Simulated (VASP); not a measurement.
# PtSe2 (P-3m1) in VASP: further runs

One crystal, PtSe2, is run at these levels: PBE+D3(BJ); tasks: relaxation of cell and atoms.

Program: VASP 6.6.1. These are calculated values, not measurements. Logs are shortened: lines on timing, memory, paths and dates and some standing lists are left out, and cuts for length are marked.

### 1 The crystal as given

Symmetry: P-3m1, No. 164, trigonal system. The conventional cell has a = 3.724 Å, b = 3.724 Å, c = 5.062 Å, α = 90.00°, β = 90.00°, γ = 120.00°. Around Pt (site symmetry -3m) lie 6 Se at 2.49 Å. Se (site symmetry 3m) is surrounded by 3 Pt at 2.49 Å.

### 2 Relaxation of cell and atoms, PBE+D3(BJ)

Contents of INCAR:

```
PREC = Accurate
ENCUT = 520
EDIFF = 1E-7
ISMEAR = 0
SIGMA = 0.02
LREAL = False
LASPH = True
NELM = 80
ALGO = Normal
ISIF = 3
LWAVE = False
LCHARG = False
GGA = PE
IVDW = 12
IBRION = 2
NSW = 80
EDIFFG = -0.002
```

Contents of KPOINTS:

```
regular mesh
0
Gamma
  6 6 4
```

Contents of POSCAR:

```
PtSe2
1.0
    3.7240000000      0.0000000000      0.0000000000
   -1.8620000000      3.2250786000      0.0000000000
    0.0000000000      0.0000000000      5.0620000000
Pt Se
1 2
Direct
    0.0000000000      0.0000000000      0.0000000000
    0.3333333300      0.6666666700      0.2500000000
    0.6666666700      0.3333333300      0.7500000000
```

Potentials or basis: VASP PAW PBE potentials, release 64 (Pt, Se).

Started as:

```console
$ cat potpaw_PBE.64/Pt/POTCAR potpaw_PBE.64/Se/POTCAR > POTCAR
$ mpirun -np 1 vasp_std > vasp.out
```

OUTCAR:

```text
PREC = Accurate
   ENCUT = 520
   EDIFF = 1E-7
   ISMEAR = 0
   LREAL = False
   LASPH = True
   NELM = 80
   ISIF = 3
   GGA = PE
   IVDW = 12
   IBRION = 2
   NSW = 80
   EDIFFG = -0.002
 IVDW          = 12

 ion  position               nearest neighbor table
   1  0.000  0.000  0.000-   2 2.49   3 2.49   2 2.49   3 2.49   3 2.49   2 2.49
   2  0.333  0.667  0.250-   1 2.49   1 2.49   1 2.49
   3  0.667  0.333  0.750-   1 2.49   1 2.49   1 2.49

  LATTYP: Found a hexagonal cell.
 ALAT       =     3.7240000000
 C/A-ratio  =     1.3592910849

  Lattice vectors:

 A1 = (   3.7240000000,   0.0000000000,   0.0000000000)
 A2 = (  -1.8620000000,   3.2250786000,   0.0000000000)
 A3 = (   0.0000000000,   0.0000000000,   5.0620000000)

Analysis of symmetry for initial positions (statically):
=====================================================================
 Subroutine PRICEL returns:
 Original cell was already a primitive cell.

 Routine SETGRP: Setting up the symmetry group for a
 hexagonal supercell.

 Subroutine GETGRP returns: Found 12 space group operations
 (whereof 12 operations were pure point group operations)
 out of a pool of 24 trial point group operations.

The static configuration has the point symmetry D_3d.

Analysis of symmetry for dynamics (positions and initial velocities):
=====================================================================
 Subroutine PRICEL returns:
 Original cell was already a primitive cell.

 Routine SETGRP: Setting up the symmetry group for a
 hexagonal supercell.

 Subroutine GETGRP returns: Found 12 space group operations
 (whereof 12 operations were pure point group operations)
 out of a pool of 24 trial point group operations.

The dynamic configuration has the point symmetry D_3d.

 Subroutine INISYM returns: Found 12 space group operations
 (whereof 12 operations are pure point group operations),
 and found     1 'primitive' translations

----------------------------------------------------------------------------------------

                                     Primitive cell

  volume of cell :      60.7956

  direct lattice vectors                    reciprocal lattice vectors
     3.724000000  0.000000000  0.000000000     0.268528464  0.155034981  0.000000000
    -1.862000000  3.225078600  0.000000000     0.000000000  0.310069962  0.000000000
     0.000000000  0.000000000  5.062000000     0.000000000  0.000000000  0.197550375

  length of vectors
     3.724000000  3.723999997  5.062000000     0.310069962  0.310069962  0.197550375

  position of ions in fractional coordinates (direct lattice)
     0.000000000  0.000000000  0.000000000
     0.333333330  0.666666670  0.250000000
     0.666666670  0.333333330  0.750000000

  ion indices of the primitive-cell ions
   primitive index   ion index
                 1           1
                 2           2
                 3           3

----------------------------------------------------------------------------------------

 KPOINTS: regular mesh

Automatic generation of k-mesh.
 Grid dimensions read from file:
 generate k-points for:    6    6    4

 Generating k-lattice:

  Cartesian coordinates                     Fractional coordinates (reciprocal lattice)
     0.044754744  0.025839164  0.000000000     0.166666667  0.000000000  0.000000000
     0.000000000  0.051678327  0.000000000     0.000000000  0.166666667  0.000000000
     0.000000000  0.000000000  0.049387594     0.000000000  0.000000000  0.250000000

  Length of vectors
     0.051678327  0.051678327  0.049387594

  Shift w.r.t. Gamma in fractional coordinates (k-lattice)
     0.000000000  0.000000000  0.000000000

 Subroutine IBZKPT returns following result:
 ===========================================

 Found     24 irreducible k-points:

 Following reciprocal coordinates:
            Coordinates               Weight
  0.000000  0.000000  0.000000      1.000000
  0.166667  0.000000  0.000000      6.000000
  0.333333 -0.000000  0.000000      6.000000
  0.500000 -0.000000  0.000000      3.000000
  0.166667  0.166667  0.000000      6.000000
  0.333333  0.166667  0.000000     12.000000
[... 16 lines left out ...]
  0.333333  0.166667  0.500000     12.000000
  0.333333  0.333333  0.500000      2.000000
   k-points           NKPTS =     24   k-points in BZ     NKDIM =     24   number of bands    NBANDS=     15
   number of dos      NEDOS =    301   number of ions     NIONS =      3
   total plane-waves  NPLWV =  31360
   dimension x,y,z NGX =    28 NGY =   28 NGZ =   40
   dimension x,y,z NGXF=    56 NGYF=   56 NGZF=   80
   ions per type =               1   2
   NGX,Y,Z   is equivalent  to a cutoff of  12.50, 12.50, 13.14 a.u.
   NGXF,Y,Z  is equivalent  to a cutoff of  25.00, 25.00, 26.27 a.u.
 SYSTEM =  unknown system
   PREC   = accura    normal or accurate (medium, high low for compatibility)
   ISTART =      0    job   : 0-new  1-cont  2-samecut
   ICHARG =      2    charge: 1-file 2-atom 10-const
   ISPIN  =      1    spin polarized calculation?
   LNONCOLLINEAR =      F non collinear calculations
   LSORBIT =      F    spin-orbit coupling
   LASPH  =      T    aspherical Exc in radial PAW
   ENCUT  =  520.0 eV  38.22 Ry    6.18 a.u.   6.92  6.92  9.41*2*pi/ulx,y,z
   NELM   =     80;   NELMIN=  2; NELMDL= -5     # of ELM steps
   EDIFF  = 0.1E-06   stopping-criterion for ELM
   LREAL  =      F    real-space projection
   EDIFFG = -.2E-02   stopping-criterion for IOM
   NSW    =     80    number of steps for IOM
   IBRION =      2    ionic relax: 0-MD 1-quasi-New 2-CG
   NFREE  =      1    steps in history (QN), initial steepest desc. (CG)
   ISIF   =      3    stress and relaxation
   ISYM   =      2    0-nonsym 1-usesym 2-fastsym
   POTIM  = 0.5000    time-step for ionic-motion
   TEBEG  =    0.0;   TEEND  =   0.0 temperature during run
   PSTRESS=    0.0 pullay stress
   NELECT =      22.0000    total number of electrons
   NUPDOWN=      -1.0000    fix difference up-down
   EMIN   =  10.00;   EMAX   =-10.00  energy-range for DOS
   EFERMI =   0.00;   METHOD = LEGACY
   ISMEAR =     0;   SIGMA  =   0.02  broadening in eV -4-tet -1-fermi 0-gaus
   EFERMI_NEDOS =   21; number of points for ismear=-14 and -15
   IALGO  =     38    algorithm
   IMIX   =      4    mixing-type and parameters
     AMIX     =   0.40;   BMIX     =  1.00
     AMIX_MAG =   1.60;   BMIX_MAG =  1.00
  volume/ion in A,a.u.               =      20.27       136.76
  Fermi-wavevector in a.u.,A,eV,Ry     =   1.166608  2.204570 18.517184  1.360975
  Thomas-Fermi vector in A             =   2.303119
   LORBIT       =      0    0 simple, 1 ext, 2 COOP (PROOUT), +10 PAW based schemes
   GGA     = PE    functional components
   LHFCALC =     F    Hartree Fock is set to
   AEXX    =    0.0000 exact exchange contribution
   IVDW    =    12    specifies the selected vdW correction
   LEPSILON=     F    determine dielectric tensor
   LRPA    =     F    only Hartree local field effects (RPA)
 conjugate gradient relaxation of ions
 non-spin polarized calculation
 Gauss-broadening in eV      SIGMA  =   0.02
  energy-cutoff  :      520.00
  volume of cell :       60.80
 maximum number of plane-waves:      1654
   NGX = 13   NGY = 13   NGZ = 19

--------------------------------------- Ionic step        1  -------------------------------------------

 number of electron      21.9999999 magnetization

 Free energy of the ion-electron system (eV)
  ---------------------------------------------------
  ext. energy  EPLUGINS =         0.00000000
  ---------------------------------------------------
  free energy    TOTEN  =       -14.18438637 eV

  energy without entropy =      -14.18409990  energy(sigma->0) =      -14.18424313

------------------------ aborting loop because EDIFF is reached ----------------------------------------

 Edisp (eV)   -1.43094

 E8    (eV) :    -0.6140

  FORCE on cell =-STRESS in cart. coord.  units (eV):
  Direction    XX          YY          ZZ          XY          YZ          ZX
  --------------------------------------------------------------------------------------
  -------------------------------------------------------------------------------------
  Total       1.55998     1.55998     0.87892     0.00000    -0.00000     0.00000
  in kB      41.11091    41.11091    23.16266     0.00000    -0.00000     0.00000
  external pressure =       35.13 kB  Pullay stress =        0.00 kB
[... 100 lines left out ...]
  FREE ENERGIE OF THE ION-ELECTRON SYSTEM (eV)
  ---------------------------------------------------
  free  energy   TOTEN  =       -15.6379617374 eV

  energy  without entropy=      -15.6373643570  energy(sigma->0) =      -15.63766305

[... ionic steps 4 to 20 ...]

--------------------------------------- Ionic step       21  -------------------------------------------

 number of electron      21.9999996 magnetization

------------------------ aborting loop because EDIFF is reached ----------------------------------------

 Edisp (eV)   -1.46690

 E8    (eV) :    -0.6302
[... 71 lines left out ...]
  energy  without entropy=      -15.6663827456  energy(sigma->0) =      -15.66672074

--------------------------------------- Ionic step       23  -------------------------------------------

 number of electron      21.9999996 magnetization

 Free energy of the ion-electron system (eV)
  ---------------------------------------------------
  ext. energy  EPLUGINS =         0.00000000
  ---------------------------------------------------
  free energy    TOTEN  =       -14.19976409 eV

  energy without entropy =      -14.19908790  energy(sigma->0) =      -14.19942599

 E-fermi :   6.6728     XC(G=0): -10.8140

 val. band max:        6.6677788419   @ k =   0.3333   0.3333   0.0000
 cond. band min:       6.8077585328   @ k =   0.1667   0.1667   0.5000
 fundamental gap:      0.1399796909
 Fermi energy:         6.6728472688

 k-point     1 :       0.0000    0.0000    0.0000
  band No.  band energies     occupation
      1      -8.9667      2.00000
      2      -5.9020      2.00000
      3      -0.4273      2.00000
      4       0.4867      2.00000
      5       0.4867      2.00000
      6       2.9191      2.00000
      7       2.9191      2.00000
      8       4.2214      2.00000
      9       5.6894      2.00000
     10       5.6894      2.00000
     11       7.4502      0.00000
     12       7.7764      0.00000
     13       7.7764      0.00000
     14      10.0726      0.00000
     15      10.8042      0.00000
[... 446 lines left out ...]
  FREE ENERGIE OF THE ION-ELECTRON SYSTEM (eV)
  ---------------------------------------------------
  free  energy   TOTEN  =       -15.6670587188 eV

  energy  without entropy=      -15.6663825213  energy(sigma->0) =      -15.66672062

 reached required accuracy - stopping structural energy minimisation
```

Run time: 4.3 min. Hardware: 1 thread of Intel Xeon Platinum 8488C (Sapphire Rapids), shared host; peak memory 0.2 GiB.

Results:

* Free energy: -15.6671 eV
* Relaxed volume: 19.84 Å³/atom
* Relaxed cell: a = 3.767 Å, b = 3.767 Å, c = 4.842 Å, α = 90.00°, β = 90.00°, γ = 120.00°
* Space group after relaxing (to 0.05 Å): P-3m1 (No. 164)
* Energy gained by relaxing: 17.2 meV/atom
* Ionic steps: 23
* Pressure after relaxing: 0.0 GPa
* Band gap on the k mesh: none (metal or under the smearing width)
* Dispersion energy per atom: -0.489 eV

Step by step:
| step | energy change (eV) | largest force (eV/Å) | pressure (GPa) | volume (Å³) |
| --- | --- | --- | --- | --- |
| 1 | 0.0000 | 0.5667 | 3.51 | 60.80 |
| 2 | 0.0318 | 0.3683 | -5.76 | 64.79 |
| 3 | -0.0226 | 0.1640 | -0.48 | 62.30 |
| 4 | -0.0226 | 0.1713 | -0.40 | 62.27 |
| 5 | -0.0267 | 0.1740 | -0.39 | 61.97 |
| 6 | -0.0390 | 0.1272 | -0.27 | 61.05 |
| 7 | -0.0463 | 0.1288 | 0.41 | 59.24 |
| 8 | -0.0474 | 0.0450 | 0.18 | 59.78 |
| 9 | -0.0505 | 0.0990 | -0.37 | 59.65 |
| 10 | -0.0506 | 0.1107 | -0.48 | 59.62 |
| 11 | -0.0499 | 0.0647 | 1.03 | 58.85 |
| 12 | -0.0514 | 0.0359 | 0.16 | 59.29 |
| 13 | -0.0516 | 0.0215 | -0.03 | 59.40 |
| 14 | -0.0516 | 0.0209 | -0.04 | 59.41 |
| 15 | -0.0517 | 0.0056 | 0.12 | 59.38 |
| 16 | -0.0517 | 0.0007 | 0.08 | 59.39 |
| 17 | -0.0517 | 0.0030 | 0.03 | 59.45 |
| 18 | -0.0517 | 0.0060 | -0.01 | 59.50 |
| 19 | -0.0517 | 0.0052 | 0.00 | 59.50 |
| 20 | -0.0517 | 0.0045 | 0.02 | 59.50 |
| 21 | -0.0517 | 0.0033 | -0.05 | 59.53 |
| 22 | -0.0517 | 0.0022 | 0.00 | 59.51 |
| 23 | -0.0517 | 0.0015 | -0.01 | 59.51 |

Final structure:
```cif
data_structure
_symmetry_space_group_name_H-M 'P 1'
_symmetry_Int_Tables_number 1
_cell_length_a 3.7674
_cell_length_b 3.7674
_cell_length_c 4.8418
_cell_angle_alpha 90.000
_cell_angle_beta 90.000
_cell_angle_gamma 120.000
_cell_volume 59.51
loop_
_atom_site_label
_atom_site_type_symbol
_atom_site_fract_x
_atom_site_fract_y
_atom_site_fract_z
_atom_site_occupancy
Pt1 Pt 0.00000 0.00000 0.00000 1
Se1 Se 0.33333 0.66667 0.26526 1
Se2 Se 0.66667 0.33333 0.73474 1
```

Caveat: pairwise dispersion overbinds metals, which lowers pressure and volume.

### 3 Relaxation of cell and atoms, PBE+D3(BJ)

This run uses another cell than the first one, of 19.84 Å³/atom, 0.979 times its volume.

INCAR is that of step 2.

KPOINTS is that of step 2.

Contents of POSCAR:

```
PtSe2                                   
1.0
    3.7673627563     -0.0000000000      0.0000000000
   -1.8836813781      3.2626318484     -0.0000000000
   -0.0000000000     -0.0000000000      4.8417612183
  Pt              Se            
     1     2
Direct
     0.0000000000000000    0.0000000000000000    0.0000000000000000
     0.3333333300000021    0.6666666699999979    0.2652642139415248
     0.6666666699999979    0.3333333300000021    0.7347357860584749
```

Potentials or basis: VASP PAW PBE potentials, release 64 (Pt, Se).

Started as:

```console
$ cat potpaw_PBE.64/Pt/POTCAR potpaw_PBE.64/Se/POTCAR > POTCAR
$ mpirun -np 1 vasp_std > vasp.out
```

OUTCAR:

```text
PREC = Accurate
   ENCUT = 520
   EDIFF = 1E-7
   ISMEAR = 0
   LREAL = False
   LASPH = True
   NELM = 80
   ISIF = 3
   GGA = PE
   IVDW = 12
   IBRION = 2
   NSW = 80
   EDIFFG = -0.002
 IVDW          = 12

 ion  position               nearest neighbor table
   1  0.000  0.000  0.000-   2 2.53   3 2.53   2 2.53   3 2.53   3 2.53   2 2.53
   2  0.333  0.667  0.265-   1 2.53   1 2.53   1 2.53
   3  0.667  0.333  0.735-   1 2.53   1 2.53   1 2.53

  LATTYP: Found a hexagonal cell.
 ALAT       =     3.7673627563
 C/A-ratio  =     1.2851858267
[... 628 lines left out ...]

  FORCE on cell =-STRESS in cart. coord.  units (eV):
  Direction    XX          YY          ZZ          XY          YZ          ZX
  --------------------------------------------------------------------------------------
  -------------------------------------------------------------------------------------
  Total      -0.00211    -0.00211    -0.00469    -0.00000     0.00000     0.00000
  in kB      -0.05679    -0.05679    -0.12634    -0.00000     0.00000     0.00000
  external pressure =       -0.08 kB  Pullay stress =        0.00 kB

 VOLUME and BASIS-vectors are now :
 -----------------------------------------------------------------------------
  energy-cutoff  :      520.00
  volume of cell :       59.51
      direct lattice vectors                 reciprocal lattice vectors
     3.767362756  0.000000000  0.000000000     0.265437672  0.153250512  0.000000000
    -1.883681378  3.262631848  0.000000000     0.000000000  0.306501023  0.000000000
     0.000000000  0.000000000  4.841761218     0.000000000  0.000000000  0.206536414

 POSITION                                       TOTAL-FORCE (eV/Angst)
 -----------------------------------------------------------------------------------
      0.00000      0.00000      0.00000        -0.000000      0.000000      0.000000
     -0.00000      2.17509      1.28435        -0.000000      0.000000      0.001484
      1.88368      1.08754      3.55742         0.000000     -0.000000     -0.001484
 -----------------------------------------------------------------------------------
    total drift:                                0.000000      0.000000     -0.000000

  FREE ENERGIE OF THE ION-ELECTRON SYSTEM (eV)
  ---------------------------------------------------
  free  energy   TOTEN  =       -15.6667978930 eV

  energy  without entropy=      -15.6661217799  energy(sigma->0) =      -15.66645984

 reached required accuracy - stopping structural energy minimisation
```

OSZICAR:

```text
N       E                     dE             d eps       ncg     rms          rms(c)
DAV:   1     0.116501130484E+03    0.11650E+03   -0.10265E+04   736   0.130E+03
DAV:   2    -0.101292085508E+02   -0.12663E+03   -0.12383E+03   959   0.237E+02
DAV:   3    -0.148776113087E+02   -0.47484E+01   -0.47297E+01   853   0.491E+01
DAV:   4    -0.149204404192E+02   -0.42829E-01   -0.42807E-01   888   0.487E+00
DAV:   5    -0.149208314534E+02   -0.39103E-03   -0.39002E-03   860   0.461E-01    0.121E+01
DAV:   6    -0.144314579577E+02    0.48937E+00   -0.50549E+00   720   0.215E+01    0.770E+00
DAV:   7    -0.142132359972E+02    0.21822E+00   -0.97181E-01   727   0.104E+01    0.389E+00
DAV:   8    -0.142039975863E+02    0.92384E-02   -0.78044E-02   804   0.194E+00    0.836E-01
DAV:   9    -0.141994372084E+02    0.45604E-02   -0.13130E-02   783   0.121E+00    0.212E-01
DAV:  10    -0.141994808167E+02   -0.43608E-04   -0.22788E-03   818   0.322E-01    0.371E-02
DAV:  11    -0.141995038643E+02   -0.23048E-04   -0.89172E-05   895   0.664E-02    0.348E-02
DAV:  12    -0.141995055678E+02   -0.17035E-05   -0.47291E-06   804   0.174E-02    0.171E-02
DAV:  13    -0.141995031400E+02    0.24278E-05   -0.59446E-06   839   0.184E-02    0.279E-03
DAV:  14    -0.141995032861E+02   -0.14607E-06   -0.95090E-07   846   0.666E-03    0.165E-03
DAV:  15    -0.141995032668E+02    0.19289E-07   -0.28469E-08   430   0.162E-03
   1 F= -.15666798E+02 E0= -.15666460E+02  d E =-.156668E+02
```

It took 25 s on 1 thread of Intel Xeon Platinum 8488C (Sapphire Rapids), shared host; peak memory 0.19 GiB.

Results:

```
Free energy                : -15.6668 eV
Pressure after relaxing    : 0.0 GPa
Band gap on the k mesh     : none (metal or under the smearing width)
Dispersion energy per atom : -0.489 eV
```

Final structure:
```xyz
3
Lattice="3.7674 0.0000 0.0000 -1.8837 3.2626 0.0000 0.0000 0.0000 4.8418" Properties=species:S:1:pos:R:3 pbc="T T T"
Pt    0.0000    0.0000    0.0000
Se    0.0000    2.1751    1.2843
Se    1.8837    1.0875    3.5574
```

Levels at points of the mesh, in eV from the Fermi level:
```
           k point  band 8  band 9  band 10  band 11  band 12  band 13  band 14  band 15
(0.00, 0.00, 0.00)   -2.45   -0.98    -0.98     0.78     1.10     1.10     3.40     4.13
(0.50, 0.00, 0.00)   -3.67   -3.27    -3.21    -2.88     0.53     2.51     5.05     6.12
(0.00, 0.00, 0.50)   -2.90   -1.68    -1.68    -1.68     2.34     2.34     5.00     6.54
(0.50, 0.00, 0.50)   -3.30   -3.03    -2.56    -1.10     0.65     1.49     4.91     4.93
```

Caveat: the relaxation stopped at its first step, so nothing moved; pairwise dispersion overbinds metals, which lowers pressure and volume.
